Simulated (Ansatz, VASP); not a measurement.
**BN in VASP and in Ansatz**

The input INCAR:

```
PREC = Accurate ; ENCUT = 600
EDIFF = 1E-6 ; ISMEAR = -1
SIGMA = 0.05 ; LREAL = F
LASPH = T ; NELM = 100
ALGO = Normal ; ISIF = 3
LWAVE = F ; LCHARG = F
GGA = PS ; IBRION = 2
NSW = 60 ; EDIFFG = -0.005
```

Contents of KPOINTS:

```
regular mesh
0
Gamma
  12 12 12
```

File POSCAR:

```
BN
1.0
    1.2511217832      0.7223354983      3.3729344033
   -1.2511217832      0.7223354983      3.3729344033
    0.0000000000     -1.4446709966      3.3729344033
N B
1 1
Direct
    0.6672382000      0.6672382000      0.6672382000
    0.0003288000      0.0003288000      0.0003288000
```

input.yaml

```yaml
crystal:
  lattice:
    - [1.2511217832, 0.7223354983, 3.3729344033]
    - [-1.2511217832, 0.7223354983, 3.3729344033]
    - [0.0, -1.4446709966, 3.3729344033]
  atoms:
    - { symbol: "N", position: [0.6672382, 0.6672382, 0.6672382] }
    - { symbol: B, position: [0.0003288, 0.0003288, 0.0003288] }
hamiltonian:
  xc: pbesol
  pseudopotentials: { kind: paw }
kpoints:
  mp_grid: { grid: [12, 12, 12] }
scf:
  occupations: { method: fermi_dirac, width: 0.05 }
output:
  forces: true
  stress: true
  eigenvalues: true
relax:
  f_tol: 0.01
  max_steps: 40
  cell: { stress_tol: 0.05 }
```

The cell is a database's computed one.

Alike in both runs: task relaxation of cell and atoms; functional PBEsol; k mesh 12 × 12 × 12; occupations fermi-dirac, width 0.05 eV; no spin polarisation.

|  | VASP | Ansatz |
| --- | --- | --- |
| version | VASP 6.6.1 | Ansatz 0.2.0 |
| potentials or method | VASP PAW PBE potentials, release 64 (N, B) | Ansatz PAW |
| plane-wave cutoff (eV) | 600 | 420 |
| valence electrons in the cell | 8 | 8 |

Ansatz gave:

- gap on the k mesh at the Fermi level, each at its own relaxed structure (eV): 4.24
- relaxed volume (Å³/atom): 9.45
- relaxed cell length with the largest relative difference (Å): 3.770

Estimate VASP's values.

gap on the k mesh at the Fermi level, each at its own relaxed structure (eV): 4.20; relaxed volume (Å³/atom): 9.31; relaxed cell length with the largest relative difference (Å): 3.719.

Caveats: the PAW data sets were made with another functional, which shifts forces and pressure a little (VASP); the plane-wave basis is chosen anew once the cell has moved, so the energies of steps on either side of that aren't comparable (Ansatz); the pressure holds a Pulay correction of +0.6 GPa for the finite cutoff (Ansatz); the PAW data sets come from PBE, with cores solved anew for the run's functional, which leaves a small shift of forces and pressure (Ansatz). PBEsol gaps usually lie below the measured ones, often by a third to a half. A k mesh can miss the band edges.
